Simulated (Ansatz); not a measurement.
# InAs (F-43m) in Ansatz: further runs

The runs below take InAs through single point, with PBE.

All numbers are computed with Ansatz 0.2.0; they aren't measurements. Logs are shortened: lines on timing, memory, paths and dates and some standing lists are left out, and cuts for length are marked.

**What was measured.**

A printed reference work, data compilation reports, for a bulk crystal of InAs at 4.2 K: band gap 0.418 eV (direct).

The runs below are set against these values where they give the same quantity.

## (1) Starting point

Symmetry: F-43m, No. 216, cubic system. The conventional cell has a = 6.036 Å, b = 6.036 Å, c = 6.036 Å, α = 90.00°, β = 90.00°, γ = 90.00°. Around In (site symmetry -43m) lie 4 As at 2.61 Å. Around As (site symmetry -43m) lie 4 In at 2.61 Å.

## (2) Single point, PBE

File input.yaml:

```yaml
crystal:
  lattice:
    - [0.0, 3.018, 3.018]
    - [3.018, 0.0, 3.018]
    - [3.018, 3.018, 0.0]
  atoms:
    - { symbol: In, position: [0.0, 0.0, 0.0] }
    - { symbol: As, position: [0.75, 0.75, 0.75] }
hamiltonian:
  xc: pbe
  pseudopotentials: { kind: paw }
kpoints:
  mp_grid: { grid: [8, 8, 8] }
scf:
  occupations: { method: gaussian, width: 0.013 }
output:
  forces: true
  stress: true
  eigenvalues: true
  write_density: true
  write_potential: true
  elf: true
  volumetric_format: npy
```

Potentials or basis: Ansatz PAW.

Launch:

```bash
> ansatz run input.yaml --threads 2 --pin off --max-ram 5632MiB --backend cpu --events-out ev --progress --plain --runs-dir out
```

Log:

```text
Warning: RAYON_NUM_THREADS=2 ignored (pool sized by the plan → 2); use --threads N
Engine: ansatz 0.2.0, x86_64-unknown-linux-gnu
Pseudopotentials: kind: paw
Pseudopotential: In, paw, valence charge 13, recommended cutoff 420 eV (normal), In.paw.azcp
Pseudopotential: As, paw, valence charge 15, recommended cutoff 420 eV (normal), As.paw.azcp
Functional definition: PBE
  parameter kappa = 0.804
  parameter beta = 0.06672455060314922
  exchange = pbe_x(kappa = kappa, mu = beta*pi^2/3)
  correlation = pbe_c(beta = beta)
Crystal: 2 atoms, lattice volume = 54.978 Å³
Basis set: ecut = 420 eV, 1067 PW (Γ), exchange–correlation on 60×60×60 points (8 copies of the dense FFT grid, shifted against one another)
Bands: 18, of which v1, the nominal top of the filled ones, is band 14 counted from 1 (13 counted from 0)
Symmetry: 24 space group operations
Space group: F-43m (ITA 216), of the structure as read, at distance tolerance 3.8e-5 Å
k-points: 29 of 512 (time reversal used)
Non-local potential: In, projectors of the file, l = 0: 2, l = 1: 2, l = 2: 2, l = 3: 2
Non-local potential: As, projectors of the file, l = 0: 2, l = 1: 2, l = 2: 3, l = 3: 1
PAW form: soft (Blöchl's): semilocal exchange-correlation on the pseudo side does not see the compensation charge
PAW one-centre angular grid: In, 590 points (default); XC on 64 Gauss nodes
PAW one-centre angular grid: As, 590 points (default); XC on 64 Gauss nodes
Initial density: superposition of atomic densities (neutral atoms: chi_scale 0, normalization atom), corrected by the library's trained network
Initial wavefunctions: pseudopotential atomic-orbital guess
Functional: x = pbe(κ = 0.804, μ = 0.2195149727645171), c = pbe(β = 0.06672455060314922)
SCF iter   1: F=—  HF=-10454.415900 eV  |F-HF|=—  |Δ(HF+E_count)|=         —  Δρ=2.35e-3  dr2=6.53e-3  ethr=1.77e-3  ⟨swp⟩=6.1  Hψ=2553  notcnv=0
preconditioner: auto → none  [insulator: Δε(μ)=0.941 eV  Ē_g=14.778 eV  σ=0.013 eV  W_gap=0.67  n_scr=14 (ndim 8)  ℏωp=21.2 eV  f_vac=0.106  D(μ)=0.46/eV (n_scr^D=0)  ε∞_Penn≈3.1]
SCF iter   2: F=—  HF=-10454.413084 eV  |F-HF|=—  |Δ(HF+E_count)|=   2.82e-3  Δρ=9.80e-4  dr2=5.39e-4  ethr=2.33e-5  ⟨swp⟩=2.9  Hψ=1190  notcnv=0
SCF iter   3: F=—  HF=-10454.412973 eV  |F-HF|=—  |Δ(HF+E_count)|=   1.10e-4  Δρ=2.84e-4  dr2=5.12e-5  ethr=1.92e-6  ⟨swp⟩=2.0  Hψ=899  notcnv=0
SCF iter   4: F=—  HF=-10454.413009 eV  |F-HF|=—  |Δ(HF+E_count)|=   3.56e-5  Δρ=1.03e-4  dr2=6.02e-6  ethr=1.83e-7  ⟨swp⟩=2.0  Hψ=638  notcnv=0
SCF iter   5: F=—  HF=-10454.413017 eV  |F-HF|=—  |Δ(HF+E_count)|=   8.26e-6  Δρ=3.12e-5  dr2=5.96e-7  ethr=2.15e-8  ⟨swp⟩=2.0  Hψ=929  notcnv=0
SCF iter   6: F=-10454.413017 eV  HF=-10454.413017 eV  |F-HF|=3.98e-9  |Δ(HF+E_count)|=   9.28e-8  Δρ=4.64e-6  dr2=9.21e-9  ethr=3.57e-10  ⟨swp⟩=9.7  Hψ=3892  notcnv=0
SCF 1 converged in 6 iterations: F = -10454.413017 eV  dr2 = 9.21e-9
  Residual-converged pass: ⟨swp⟩=1.1  Hψ=641  notcnv=0  max |occ|·‖R‖ = 7.0e-9 eV (tolerance 1.0e-8 eV)  dr2=9.21e-9  dr2_onsite=2.89e-8  max |Δocc| = 4.7e-10
SCF converged after 6 iterations
Free energy (F): -10454.413017 eV
Harris-Foulkes:  -10454.413017 eV  (|F-HF|=3.98e-9)
Internal energy: -10454.412978 eV  (E = F + TS)
E sigma→0 (E₀):  -10454.412998 eV
Entropy (-TS):   -0.000039 eV (-0.020 meV/atom)
Fermi energy:    7.926019 eV
--- Per-component energies (eV) ---
  E_band       = -309.881788
  E_kinetic    = 347.392320
  E_local      = -3267.659858  (includes V_loc(G=0)·N_el)
  E_nonlocal   = -303.267014
  E_hartree    = 1582.485608
  E_xc         = -294.805807
  E_vxc        = -178.993057  (∫ρ·V_xc dr)
  E_paw        = -5990.758844  (= ΣΔE_a)
  E_vpaw       = -72.330279  (= ΣTr[D̂ρ^β])
  E_aug_tail   = 0.000035  (compensation charges beyond the density's cutoff)
  E_ewald      = -2527.799418
  E_smearing   = -0.000039  (= −TS)
  E_closure    = 0.000000  (closes the sum)
  Σ components = -10454.413017   (vs F -10454.413017, Δ=0.00e0)
--- Forces (eV/Å), atoms counted from 1 ---
  atom   1  In    -0.00000000     0.00000000     0.00000000
  atom   2  As     0.00000000    -0.00000000    -0.00000000
  max |Σ_I F_I| component: 2.20e-16 eV/Å
--- Stress (GPa, compression-positive) ---
        4.292024      -0.000000      -0.000000
        0.000000       4.292024       0.000000
       -0.000000       0.000000       4.292024
  P = ⅓ Tr σ = 4.2920 GPa (42.920 kbar)
--- Band table (eV; the first three rows and the last of 29) ---
  k-point 0: bands = ["-27.0528", "-27.0528", "-27.0528", "-27.0447", "-27.0447", "-6.4759", "-6.4759", "-6.4759", "-6.3479", "-6.3479", "-3.9771", "7.7517", "7.9221", "7.9221", "7.9221", "11.8424", "11.8424", "11.8424"]
  k-point 1: bands = ["-27.0528", "-27.0528", "-27.0528", "-27.0447", "-27.0447", "-6.4967", "-6.4699", "-6.4699", "-6.3480", "-6.3480", "-3.8140", "6.0425", "7.7286", "7.7286", "9.0419", "11.9983", "12.1243", "12.1243"]
  k-point 2: bands = ["-27.0528", "-27.0527", "-27.0527", "-27.0447", "-27.0447", "-6.5434", "-6.4570", "-6.4570", "-6.3467", "-6.3467", "-3.3673", "4.2190", "7.3476", "7.3476", "9.1850", "12.5596", "12.5596", "13.1050"]
  k-point 28: bands = ["-27.0528", "-27.0528", "-27.0523", "-27.0447", "-27.0444", "-6.6394", "-6.4244", "-6.4001", "-6.3636", "-6.3398", "-1.8933", "2.2131", "4.9524", "5.0343", "12.1613", "12.2211", "12.9436", "14.0176"]
```

It took 0.68 s on 2 threads of AMD EPYC 9R45 (Zen 5), shared host; peak memory 0.42 GiB.

Results:

* Free energy: -10454.4130 eV
* Pressure: 4.3 GPa
* Band gap on the k mesh: none (metal or under the smearing width)

Caveat: this crystal is a semiconductor, whose small gap the functional closes, so the metal is an error of the method.

## (3) Single point, PBE

Edit input.yaml of step 2 so:

```diff
@@ -14,3 +14,3 @@
 scf:
-  occupations: { method: gaussian, width: 0.013 }
+  occupations: { method: gaussian, width: 0.014 }
 output:
```

Potentials or basis: Ansatz PAW.

Launch:

```bash
> ansatz run input.yaml --threads 2 --pin off --max-ram 5632MiB --backend cpu --events-out ev --progress --plain --runs-dir out
```

Log:

```text
Warning: RAYON_NUM_THREADS=2 ignored (pool sized by the plan → 2); use --threads N
[... 9 set-up lines as earlier in the session ...]
Crystal: 2 atoms, lattice volume = 54.978 Å³
Basis set: ecut = 420 eV, 1067 PW (Γ), exchange–correlation on 60×60×60 points (8 copies of the dense FFT grid, shifted against one another)
Bands: 18, of which v1, the nominal top of the filled ones, is band 14 counted from 1 (13 counted from 0)
[... 2 set-up lines as earlier in the session ...]
[... 35 lines left out ...]
  E_vpaw       = -72.330280  (= ΣTr[D̂ρ^β])
  E_aug_tail   = 0.000035  (compensation charges beyond the density's cutoff)
  E_ewald      = -2527.799418
  E_smearing   = -0.000042  (= −TS)
  E_closure    = -0.000000  (closes the sum)
  Σ components = -10454.413020   (vs F -10454.413020, Δ=0.00e0)
--- Forces (eV/Å), atoms counted from 1 ---
  atom   1  In    -0.00000000    -0.00000000     0.00000000
  atom   2  As     0.00000000    -0.00000000     0.00000000
  max |Σ_I F_I| component: 2.41e-16 eV/Å
--- Stress (GPa, compression-positive) ---
        4.292024       0.000000      -0.000000
        0.000000       4.292024       0.000000
        0.000000       0.000000       4.292024
  P = ⅓ Tr σ = 4.2920 GPa (42.920 kbar)
--- Band table (eV; the first three rows and the last of 29) ---
  k-point 0: bands = ["-27.0528", "-27.0528", "-27.0528", "-27.0447", "-27.0447", "-6.4759", "-6.4759", "-6.4759", "-6.3479", "-6.3479", "-3.9771", "7.7517", "7.9221", "7.9221", "7.9221", "11.8424", "11.8424", "11.8424"]
  k-point 1: bands = ["-27.0528", "-27.0528", "-27.0528", "-27.0447", "-27.0447", "-6.4967", "-6.4699", "-6.4699", "-6.3480", "-6.3480", "-3.8140", "6.0425", "7.7286", "7.7286", "9.0419", "11.9983", "12.1243", "12.1243"]
  k-point 2: bands = ["-27.0528", "-27.0527", "-27.0527", "-27.0447", "-27.0447", "-6.5434", "-6.4570", "-6.4570", "-6.3467", "-6.3467", "-3.3673", "4.2190", "7.3476", "7.3476", "9.1850", "12.5596", "12.5596", "13.1050"]
  k-point 28: bands = ["-27.0528", "-27.0528", "-27.0523", "-27.0447", "-27.0444", "-6.6394", "-6.4244", "-6.4001", "-6.3636", "-6.3398", "-1.8933", "2.2131", "4.9524", "5.0343", "12.1613", "12.2211", "12.9436", "14.0176"]
```

rho_z.tsv:

```text
# z_ang	rho[e/angstrom^3]
# format = ansatz-planar-average/11
# lattice	0.000000000	3.018000000	3.018000000
# lattice	3.018000000	0.000000000	3.018000000
# lattice	3.018000000	3.018000000	0.000000000
# sites	2
# site	49	0.000000000	0.000000000	0.000000000
# site	33	4.527000000	4.527000000	4.527000000
0.000000	8.503827e-1
0.142270	7.894544e-1
0.284540	6.766276e-1
0.426810	5.368979e-1
0.569080	3.979768e-1
0.711349	2.803653e-1
0.853619	1.939328e-1
0.995889	1.382866e-1
1.138159	1.062840e-1
1.280429	8.946000e-2
1.422699	8.202095e-2
1.564969	8.114710e-2
1.707239	8.554674e-2
1.849508	9.480316e-2
1.991778	1.090535e-1
2.134048	1.293975e-1
2.276318	1.605951e-1
2.418588	2.151977e-1
2.560858	3.155743e-1
2.703128	4.858368e-1
2.845398	7.267433e-1
2.987668	9.878592e-1
3.129937	1.175541e0
3.272207	1.214080e0
3.414477	1.110376e0
3.556747	9.506711e-1
3.699017	8.309844e-1
3.841287	7.934776e-1
3.983557	8.178016e-1
4.125827	8.525063e-1
```

v_z.tsv:

```text
# z_ang	v_es[eV]	v_tot[eV]
# format = ansatz-planar-average/11
# xc	pbe
# density_cutoff_ev	1680
# datasets	In=:simpson_from_first_knot:soft	As=:simpson_from_first_knot:soft
# lattice	0.000000000	3.018000000	3.018000000
# lattice	3.018000000	0.000000000	3.018000000
# lattice	3.018000000	3.018000000	0.000000000
# sites	2
# site	49	0.000000000	0.000000000	0.000000000
# site	33	4.527000000	4.527000000	4.527000000
0.000000	4.345168e-1	-1.121929e1
0.142270	1.228684e0	-1.002361e1
0.284540	2.053414e0	-8.673697e0
0.426810	2.965534e0	-7.123279e0
0.569080	4.042543e0	-5.314113e0
0.711349	5.267073e0	-3.296800e0
0.853619	6.573477e0	-1.210031e0
0.995889	7.847910e0	7.382172e-1
1.138159	8.940461e0	2.318095e0
1.280429	9.728502e0	3.360491e0
1.422699	1.022586e1	3.940444e0
1.564969	1.051006e1	4.235666e0
1.707239	1.059526e1	4.250209e0
1.849508	1.047023e1	3.940151e0
1.991778	1.006426e1	3.255115e0
2.134048	9.348303e0	2.174990e0
2.276318	8.477218e0	8.729123e-1
2.418588	7.693043e0	-3.852577e-1
2.560858	7.148019e0	-1.443636e0
2.703128	6.836584e0	-2.277300e0
2.845398	6.633683e0	-2.975532e0
2.987668	6.352925e0	-3.712251e0
3.129937	5.763594e0	-4.716530e0
3.272207	4.755634e0	-6.124062e0
3.414477	3.436039e0	-7.842142e0
3.556747	2.023348e0	-9.613861e0
3.699017	7.663567e-1	-1.113389e1
3.841287	-1.038022e-1	-1.213645e1
3.983557	-4.292845e-1	-1.246637e1
4.125827	-1.972893e-1	-1.211376e1
```

Run time: 0.68 s. Hardware: 2 threads of AMD EPYC 9R45 (Zen 5), shared host; peak memory 0.42 GiB.

Results:

```
Free energy            : -10454.4130 eV
Pressure               : 4.3 GPa
Band gap on the k mesh : none (metal or under the smearing width)
```

Caveat: this crystal is a semiconductor, whose small gap the functional closes, so the metal is an error of the method.

(Continued in part 2 of 2.)
